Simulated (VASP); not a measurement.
# CaSe in VASP: how settings move the PBE single point

Aim: see what changed inputs do to the PBE single point of rocksalt CaSe, under -1.2 % biaxial strain in x and y, free along z.

Program: VASP 6.6.1. PAW datasets, plane waves. No spin polarisation and no zero-point or thermal motion.

**1. Starting point**

The cell comes from an earlier relaxation with r2SCAN in another program, then strained, with the atoms relaxed again.

It is tetragonal, I4/mmm (No. 139); a = 4.147 Å, c = 5.959 Å in the conventional setting, 25.62 Å³ an atom. Near Ca stand 6 Se at 2.93–2.98 Å; near Se stand 6 Ca at 2.93–2.98 Å.

As a file:

```xyz
2
Lattice="0.0000 2.9325 2.9794 2.9325 0.0000 2.9794 2.9325 2.9325 0.0000" Properties=species:S:1:pos:R:3 pbc="T T T"
Ca    0.0000    0.0000    0.0000
Se    2.9325    2.9325    2.9794
```

**2. Reference**

The input, INCAR:

```
ENCUT = 520.000000
SIGMA = 0.020000
EDIFF = 1.00e-07
GGA = PE
PREC = Accurate
IBRION = -1
ISIF = 2
ISMEAR = -1
NBANDS = 15
NELM = 120
NSW = 0
LASPH = .TRUE.
LCHARG = .TRUE.
LELF = .TRUE.
LWAVE = .FALSE.
LREAL = .FALSE.
```

The input, KPOINTS:

```
KPOINTS created by Atomic Simulation Environment
0
Gamma
8 8 8
0 0 0
```

The input, POSCAR:

```
Ca Se
 1.0000000000000000
     0.0000000000000000    2.9325182114000001    2.9794179578000000
     2.9325182114000001    0.0000000000000000    2.9794179578000000
     2.9325182114000001    2.9325182114000001    0.0000000000000000
 Ca  Se
   1   1
Cartesian
  0.0000000000000000  0.0000000000000000  0.0000000000000000
  2.9325182113999997  2.9325182113999997  2.9794179577999995
```

A file KPOINTS_OPT adds named points for the levels; it doesn't enter the self-consistent loop.

Potentials: the recommended PBE PAW datasets, 16 valence electrons.

The run is started by

```console
$ mpirun -np 1 vasp_std
```

**3. Variant 1**

The input, INCAR:

```
ENCUT = 520.000000
EDIFF = 1.00e-07
GGA = PE
PREC = Accurate
IBRION = -1
ISIF = 2
NBANDS = 15
NELM = 120
NSW = 0
LASPH = .TRUE.
LCHARG = .FALSE.
LWAVE = .FALSE.
LREAL = .FALSE.
ISMEAR = 2
SIGMA = 0.5
```

KPOINTS is that of step 2.

POSCAR is that of step 2.

**4. Variant 2**

The input, INCAR:

```
ENCUT = 520.000000
EDIFF = 1.00e-07
GGA = PE
PREC = Accurate
IBRION = -1
ISIF = 2
NBANDS = 15
NSW = 0
LASPH = .TRUE.
LCHARG = .FALSE.
LWAVE = .FALSE.
LREAL = Auto
ISMEAR = 2
SIGMA = 0.3
AMIX = 0.05
NELM = 82
```

KPOINTS is that of step 2.

POSCAR is that of step 2.

**5. Variant 3**

The input, INCAR:

```
ENCUT = 520.000000
SIGMA = 0.020000
EDIFF = 1.00e-07
GGA = PE
IBRION = -1
ISIF = 2
ISMEAR = -1
NBANDS = 15
NSW = 0
LASPH = .TRUE.
LCHARG = .FALSE.
LWAVE = .FALSE.
LREAL = Auto
PREC = High
NELM = 86
```

KPOINTS is that of step 2.

POSCAR is that of step 2.

Q: Predict the outcome of this session. Wanted: for each run, changed; ending; energy change; pressure; electronic steps; usable.

As calculated:

| run | changed | ending | energy change (meV/atom) | pressure (GPa) | gap on the mesh (eV; negative: overlap) | electronic steps | time | usable |
| --- | --- | --- | --- | --- | --- | --- | --- | --- |
| ref. | – | converged | 0 | 1.8 | 2.00 | 14 | 42 s | yes |
| 1 | ISMEAR = 2, SIGMA = 0.5 | converged | 0.3 | 1.8 | 1.99 | 14 | 45 s | no |
| 2 | LREAL = Auto, ISMEAR = 2, SIGMA = 0.3, AMIX = 0.05, NELM = 82 | converged | -0.2 | 1.8 | 2.00 | 18 | 99 s | no |
| 3 | LREAL = Auto, PREC = High, NELM = 86 | converged | 0.0 | 1.8 | 1.99 | 14 | 67 s | yes |

**Reading.** Of 3 altered inputs, 2 ended normally on a faulty or unsound input, 1 gave usable results.
